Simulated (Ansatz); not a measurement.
A (100) slab of Al (Fm-3m (No. 225)), 6 planes, outer planes Al (top) and Al (bottom), with 6 atoms (Al6) in a surface cell of A = 8.163 Å², as cut from the bulk:

```yaml
crystal:
  lattice:
    - [2.85715, 0.00000, 0.00000]
    - [0.00000, 2.85715, 0.00000]
    - [0.00000, 0.00000, 25.10156]
  atoms:
    - { symbol: Al, position: [0.50000, 0.50000, 0.29879] }
    - { symbol: Al, position: [0.00000, 0.00000, 0.37927] }
    - { symbol: Al, position: [0.50000, 0.50000, 0.45976] }
    - { symbol: Al, position: [0.00000, 0.00000, 0.54024] }
    - { symbol: Al, position: [0.50000, 0.50000, 0.62073] }
    - { symbol: Al, position: [0.00000, 0.00000, 0.70121] }
```

Computed with Ansatz 0.2.0, DFT PBE, scalar-relativistic, plane waves, PAW. Settings: cutoff 420 eV, Γ-centred mesh 12×12×1 on the computed 6-atom cell, Gaussian smearing of 0.10 eV; no spin polarisation.

Against the same 6 atoms in the bulk, the slab as cut lies 0.949 eV higher and the relaxed slab 0.947 eV higher.

Q: Work out the surface energy before and after relaxation.

A: The slab has two faces, so γ = (E_slab − N·E_bulk)/(2A), the mean of both. As cut: 0.949/(2 × 8.163) = 0.0581 eV/Å², and 1 eV/Å² = 16.02 J/m², so γ = 0.93 J/m². Relaxed: 0.947/(2 × 8.163) = 0.0580 eV/Å² = 0.93 J/m². Relaxation recovers 0.2 % of the cost of cutting.

Q: A cut through this plane breaks about 4 nearest-neighbour bonds a surface cell. What does each broken bond cost, before relaxation?

A: One cut makes two faces and costs 2γA = 0.949 eV, shared by 4 bonds: 0.24 eV a bond. In a metal this is less than the cohesive energy a bond, since the bonds that remain at the surface strengthen.

Q: What is the ideal work of this cut, per area?

A: Griffith's ideal work is 2γ: 1.86 J/m², whether the new faces relax or not. One thickness was run, 6 planes, so γ can still shift with it.